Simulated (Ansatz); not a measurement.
The system is KCl.

```
K Cl
1.0
     3.83920    0.00000    0.00000
     0.00000    3.83920    0.00000
     0.00000    0.00000    3.83920
K Cl
1 1
Direct
  0.00000 0.00000 0.00000
  0.50000 0.50000 0.50000
```

Measurements of this composition are mostly on another form, of space group No. 225.

Base run:

| Property | Result |
| --- | --- |
| Program | Ansatz 0.2.0 |
| Functional | HSE06 form with a typed share of exact exchange |
| Potentials or basis | Ansatz PAW |
| Cutoff | 420 eV (not typed: the program's choice for these potentials) |
| k mesh | 4 × 4 × 4 |
| Occupations | fermi-dirac, width 0.05 eV |
| Spin | no spin polarisation |

Its results: band gap on the k mesh 6.41 eV, indirect (least direct gap 6.64 eV); pressure -0.5 GPa.

Q: The run is repeated on the same cell with these changes: share of exact exchange from 0.3 to 0.05. What comes out?

A: Band gap on the k mesh 5.06 eV, indirect (least direct gap 5.27 eV); pressure -0.1 GPa.

Caveats: the PAW data sets come from PBE, with cores solved anew for the run's functional, which leaves a small shift of forces and pressure; the thresholds are loose for stress.

A k mesh can miss the band edges.
